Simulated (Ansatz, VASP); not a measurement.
# One calculation of Pb, two programs

```xyz
1
Lattice="0.0042 2.4298 2.5223 2.5024 -0.0233 2.5498 2.4513 2.4061 0.0279" Properties=species:S:1:pos:R:3 pbc="T T T"
Pb    0.0000    0.0000    0.0000
```

Change from the starting cell: cell strained at random at fixed volume.

Alike in both runs: task single point; functional PBEsol; dispersion D3(BJ); k mesh 9 × 9 × 9; occupations fermi-dirac, width 0.05 eV; no spin polarisation.

|  | VASP | Ansatz |
| --- | --- | --- |
| version | VASP 6.6.1 | Ansatz 0.2.0 |
| potentials or method | VASP PAW PBE potentials, release 64 (Pb_d), cutoff 520 eV | all-electron LAPW, inner shells corrected to Dirac's equation |

VASP gave:

- gap on the k mesh at the Fermi level (eV): none
- pressure (GPa): -3.0
- largest component of the traceless stress (GPa): 0.74
- dispersion energy (meV/atom): -441.4

**Question.** Which values does Ansatz return?

**Answer.** gap on the k mesh at the Fermi level (eV): none; pressure (GPa): -2.9; largest component of the traceless stress (GPa): 0.74; dispersion energy (meV/atom): -441.5.

A gap of «none» marks a metal or a gap that the smearing closes. Ansatz ran all-electron here, so the differences hold the error of VASP's frozen core and of both bases.

Caveats: pairwise dispersion overbinds metals, which lowers pressure and volume; the PAW data sets were made with another functional, which shifts forces and pressure a little (VASP). Spin-orbit coupling is left out, which matters for the levels of Pb.
